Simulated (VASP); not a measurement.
## HfB: single point with PBE

HfB:

```
Hf B
1.0
     0.00000    2.31000    2.31000
     2.31000    0.00000    2.31000
     2.31000    2.31000    0.00000
Hf B
1 1
Direct
  0.50000 0.50000 0.50000
  0.00000 0.00000 0.00000
```

| Property | Result |
| --- | --- |
| Program | VASP 6.6.1 |
| Task | single point |
| Functional | PBE |
| Potentials or basis | VASP PAW PBE potentials, release 64 (Hf_sv_GW, B_GW) |
| Cutoff | 450 eV |
| k mesh | 5 × 5 × 5 |
| Occupations | gaussian, width 0.02 eV |
| Spin | no spin polarisation |

```
Pressure               : 31.2 GPa
Band gap on the k mesh : none (metal or under the smearing width)
```

Levels at points of the mesh, in eV from the Fermi level:
```tsv
k point	band 3	band 4	band 5	band 6	band 7	band 8	band 9	band 10	band 11
(0.00, 0.00, 0.00)	-28.57	-28.57	-9.80	1.95	1.95	1.95	3.79	3.79	3.79
```

Run time: 3.2 s on 1 thread of AMD EPYC 9R45 96-Core Processor (Zen 5), on a shared host, peak memory 0.11 GiB.

Caveat: the k mesh is coarse (spacing up to 0.47 Å⁻¹), so the values aren't converged; a pressure of tens of GPa on the cell as given is suspect, and the run, the potentials or the cell itself is likely at fault. The run has no spin-orbit coupling, so splittings on Hf are missing.
